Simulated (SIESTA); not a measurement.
# WC (Qusongite) (P-6m2) in SIESTA: reference runs, part 2 of 2

SIESTA 5.4.2. The steps go on from the part before.

## 4. Single point, PBE, 9.75 Å³/atom

The input, WC.fdf:

```
SystemName                      Qusongite
SystemLabel                     WC
NumberOfSpecies                 2
NumberOfAtoms                   2
%block ChemicalSpeciesLabel
  1  74 W
  2   6 C
%endblock ChemicalSpeciesLabel

LatticeConstant                 1.0 Ang
%block LatticeVectors
     2.8471670250     0.0000000000     0.0000000000
    -1.4235835125     2.4657189725     0.0000000000
     0.0000000000     0.0000000000     2.7786939560
%endblock LatticeVectors
AtomicCoordinatesFormat         Fractional
%block AtomicCoordinatesAndAtomicSpecies
     0.0000000000     0.0000000000     0.0000000000  1  W
     0.6666666667     0.3333333333     0.5000000000  2  C
%endblock AtomicCoordinatesAndAtomicSpecies

%block kgrid.MonkhorstPack
   10   0   0  0.0
    0  10   0  0.0
    0   0   9  0.0
%endblock kgrid.MonkhorstPack
XC.Functional                   GGA
XC.Authors                      PBE
PAO.BasisSize                   DZP
PAO.EnergyShift                 0.002 Ry
Mesh.Cutoff                     800 Ry
OccupationFunction              FD
ElectronicTemperature           0.05 eV
MaxSCFIterations                120
SCF.MustConverge                false
SCF.Mixer.Method                Pulay
SCF.Mixer.Weight                0.25
SCF.Mixer.History               8
SCF.DM.Tolerance                5.0e-05
SCF.H.Tolerance                 1.0e-03 eV
WriteForces                     true
Charge.Mulliken                 end
```

Run with:

```
siesta < WC.fdf > WC.out 2>&1
```

It took 93 s on 1 thread of Arm Neoverse V1, shared host; peak memory 0.31 GiB.

Results (log left out):

* Free energy: -2227.3914 eV
* Pressure: 41.5 GPa
* Band gap on the k mesh: none (metal or under the smearing width)

Caveat: semicore shells carry a single zeta, which can move pressures by several GPa and volumes by a few percent; the basis of atomic orbitals isn't converged, which shifts pressures, moduli and gaps.

## 5. Single point, PBE, 9.96 Å³/atom

WC.fdf: that of step 4 with these lines changed.

```diff
@@ -11,5 +11,5 @@
 %block LatticeVectors
-     2.8471670250     0.0000000000     0.0000000000
-    -1.4235835125     2.4657189725     0.0000000000
-     0.0000000000     0.0000000000     2.7786939560
+     2.8672181576     0.0000000000     0.0000000000
+    -1.4336090788     2.4830837627     0.0000000000
+     0.0000000000     0.0000000000     2.7982628680
 %endblock LatticeVectors
```

Run with:

```
siesta WC.fdf > WC.out 2>&1
```

Run time: 90 s. Hardware: 1 thread of Arm Neoverse V1, shared host; peak memory 0.31 GiB.

The run converged. Its results:

```
Free energy            : -2227.4844 eV
Pressure               : 30.4 GPa
Band gap on the k mesh : none (metal or under the smearing width)
```

Caveat: semicore shells carry a single zeta, which can move pressures by several GPa and volumes by a few percent; the basis of atomic orbitals isn't converged, which shifts pressures, moduli and gaps.

## 6. Single point, PBE, 10.17 Å³/atom

WC.fdf: that of step 5 with these lines changed.

```diff
@@ -11,5 +11,5 @@
 %block LatticeVectors
-     2.8672181576     0.0000000000     0.0000000000
-    -1.4336090788     2.4830837627     0.0000000000
-     0.0000000000     0.0000000000     2.7982628680
+     2.8869927008     0.0000000000     0.0000000000
+    -1.4434963504     2.5002090195     0.0000000000
+     0.0000000000     0.0000000000     2.8175618425
 %endblock LatticeVectors
```

Potentials or basis: PseudoDojo 0.4 standard (PBE files), DZP (energy shift 0.002 Ry).

Run with:

```
siesta WC.fdf > WC.out 2>&1
```

Wall time 87 s (1 thread of Arm Neoverse V1, shared host); peak memory 0.3 GiB.

Results (log left out):

* Free energy: -2227.5496 eV
* Pressure: 20.2 GPa
* Band gap on the k mesh: none (metal or under the smearing width)

Caveat: semicore shells carry a single zeta, which can move pressures by several GPa and volumes by a few percent; the basis of atomic orbitals isn't converged, which shifts pressures, moduli and gaps.

## 7. Single point, PBE, 10.58 Å³/atom

WC.fdf: that of step 6 with these lines changed.

```diff
@@ -11,5 +11,5 @@
 %block LatticeVectors
-     2.8869927008     0.0000000000     0.0000000000
-    -1.4434963504     2.5002090195     0.0000000000
-     0.0000000000     0.0000000000     2.8175618425
+     2.9257489053     0.0000000000     0.0000000000
+    -1.4628744527     2.5337728771     0.0000000000
+     0.0000000000     0.0000000000     2.8553859779
 %endblock LatticeVectors
```

Potentials or basis: PseudoDojo 0.4 standard (PBE files), DZP (energy shift 0.002 Ry).

Run with:

```
siesta WC.fdf > WC.out 2>&1
```

WC.out:

```text
Version         : 5.4.2

[... 6 lines left out ...]
 NOTE: Please see the manual for full details and compatibility measures.

reinit: Reading from file WC.fdf

reinit: -----------------------------------------------------------------------
reinit: System Name: Qusongite
reinit: -----------------------------------------------------------------------
reinit: System Label: WC
reinit: -----------------------------------------------------------------------

initatom: Reading input for the pseudopotentials and atomic orbitals ----------
Species number:   1 Atomic number:   74 Label: W
Species number:   2 Atomic number:    6 Label: C

Ground state valence configuration (from tables):   6s02  6p00  5d04  5f00
Ground state valence configuration (from tables):   2s02  2p02  3d00  4f00

---- Processing specs for species: W
Reading pseudopotential information in PSML from:
  W.psml
PSML file version: 1.1
Using libxc ids:  101 130
GGA--PBE XC_GGA_X_PBE--XC_GGA_C_PBE pb
Semicore shell(s) with  8 electrons included in the valence for W

---- Processing specs for species: C
Reading pseudopotential information in PSML from:
  C.psml
PSML file version: 1.1
[... 645 lines left out ...]
siesta:    -0.000000   -0.000000   -0.014138

siesta: Cell volume =         21.167499 Ang**3

siesta: Pressure (static):
siesta:                Solid            Molecule  Units
siesta:           0.00021274          0.00021274  Ry/Bohr**3
siesta:           0.01953307          0.01953304  eV/Ang**3
siesta:          31.29543227         31.29538684  kBar

Basis Enthalpy Calculation:
    Basis Pressure for species 1(W) :      0.2000000 GPa
    Basis Pressure for species 2(C) :      0.2000000 GPa

    Orbital volume contribution        =           1.969003 eV
    (Free)E + p_basis*V_orbitals       =       -2225.639703 eV
    (Free)Eharris+ p_basis*V_orbitals  =       -2225.639703 eV

mulliken: Atomic and Orbital Populations:

Species: W
Atom  Qatom  Qorb
               5s      6s      6s      5py     5pz     5px     6py     6pz
               6px     5dxy    5dyz    5dz2    5dxz    5dx2-y2 5dxy    5dyz
               5dz2    5dxz    5dx2-y2
   1 13.014   1.921   0.083   0.153   1.959   1.962   1.959   0.263   0.293
              0.263   0.979   0.798   0.971   0.798   0.979  -0.104  -0.064

             -0.029  -0.064  -0.104

Species: C
Atom  Qatom  Qorb
               2s      2s      2py     2pz     2px     2py     2pz     2px
               3Pdxy   3Pdyz   3Pdz2   3Pdxz   3Pdx2-y2
   2  4.986   1.917  -0.278   0.961   0.650   0.961   0.104   0.397   0.104
              0.034   0.029   0.043   0.029   0.034

mulliken: Qtot =       18.000

Mulliken Atomic Populations:
Atom #   charge [q] valence [e]  Species
     1     0.985583   13.014417  W
     2    -0.985583    4.985583  C
 Total     0.000000

Job completed
```

Wall time 81 s (1 thread of Arm Neoverse V1, shared host); peak memory 0.3 GiB.

What came out:

```yaml
Free_energy: -2227.6087 eV
Pressure: 3.1 GPa
Band_gap_on_the_k_mesh: none (metal or under the smearing width)
```

Caveat: semicore shells carry a single zeta, which can move pressures by several GPa and volumes by a few percent; the basis of atomic orbitals isn't converged, which shifts pressures, moduli and gaps.

## 8. Single point, PBE, 10.79 Å³/atom

WC.fdf: that of step 7 with these lines changed.

```diff
@@ -11,5 +11,5 @@
 %block LatticeVectors
-     2.9257489053     0.0000000000     0.0000000000
-    -1.4628744527     2.5337728771     0.0000000000
-     0.0000000000     0.0000000000     2.8553859779
+     2.9447478072     0.0000000000     0.0000000000
+    -1.4723739036     2.5502264088     0.0000000000
+     0.0000000000     0.0000000000     2.8739279649
 %endblock LatticeVectors
```

Run with:

```
siesta < WC.fdf > WC.out 2>&1
```

It took 79 s on 1 thread of Arm Neoverse V1, shared host; peak memory 0.3 GiB.

The run converged. Its results:

```
Free energy            : -2227.6070 eV
Pressure               : -4.3 GPa
Band gap on the k mesh : none (metal or under the smearing width)
```

Caveat: semicore shells carry a single zeta, which can move pressures by several GPa and volumes by a few percent; the basis of atomic orbitals isn't converged, which shifts pressures, moduli and gaps.

## 9. Single point, PBE, 11.00 Å³/atom

WC.fdf: that of step 8 with these lines changed.

```diff
@@ -11,5 +11,5 @@
 %block LatticeVectors
-     2.9447478072     0.0000000000     0.0000000000
-    -1.4723739036     2.5502264088     0.0000000000
-     0.0000000000     0.0000000000     2.8739279649
+     2.9635046684     0.0000000000     0.0000000000
+    -1.4817523342     2.5664703270     0.0000000000
+     0.0000000000     0.0000000000     2.8922337321
 %endblock LatticeVectors
```

Potentials or basis: PseudoDojo 0.4 standard (PBE files), DZP (energy shift 0.002 Ry).

Run with:

```
siesta WC.fdf > WC.out 2>&1
```

Run time: 77 s. Hardware: 1 thread of Arm Neoverse V1, shared host; peak memory 0.3 GiB.

The run converged. Its results:

- Free energy: -2227.5871 eV
- Pressure: -10.9 GPa
- Band gap on the k mesh: none (metal or under the smearing width)

Caveat: semicore shells carry a single zeta, which can move pressures by several GPa and volumes by a few percent; the basis of atomic orbitals isn't converged, which shifts pressures, moduli and gaps.

## 10. Equation of state, PBE

Potentials or basis: PseudoDojo 0.4 standard (PBE files), DZP (energy shift 0.002 Ry).

No new run: the results of the series are fitted here.

Results:

```
Equilibrium volume                        : 10.67 Å³/atom
Bulk modulus at fixed shape and positions : 382 GPa
Pressure derivative of the bulk modulus   : 4.3
```

Energy against volume, from the lowest point:
```tsv
volume (Å³/atom)	energy (meV/atom)
9.754	108.64
9.961	62.15
10.169	29.55
10.376	9.27
10.584	0.00
10.791	0.86
10.999	10.82
```

Caveat: semicore shells carry a single zeta, which can move pressures by several GPa and volumes by a few percent; the cell was scaled at fixed shape and fractional positions, which overstates the stiffness of a crystal with free parameters, most of all of layers and chains; the basis of atomic orbitals isn't converged, which shifts pressures, moduli and gaps. The run has no spin-orbit coupling, so splittings on W are missing.

## 11. Overview

| task | cell | gap on the mesh (eV) | pressure (GPa) |
| --- | --- | --- | --- |
| single point | as given | none | 11.3 |
| single point | atoms moved at random, drawn with an rms of 0.05 Å | none | 11.9 |
| equation of state | as given | - | - |

Alike in all rows: level PBE; potentials or basis PseudoDojo 0.4 standard (PBE files), DZP (energy shift 0.002 Ry); no spin polarisation; k mesh 10 × 10 × 9; smearing fermi-dirac 0.05 eV; grid cutoff 800 Ry; energy shift 0.002 Ry.

Caveats: semicore shells carry a single zeta, which can move pressures by several GPa and volumes by a few percent; the basis of atomic orbitals isn't converged, which shifts pressures, moduli and gaps; the cell was scaled at fixed shape and fractional positions, which overstates the stiffness of a crystal with free parameters, most of all of layers and chains (some runs).

Absolute energies hang on the potentials; compare differences alone.
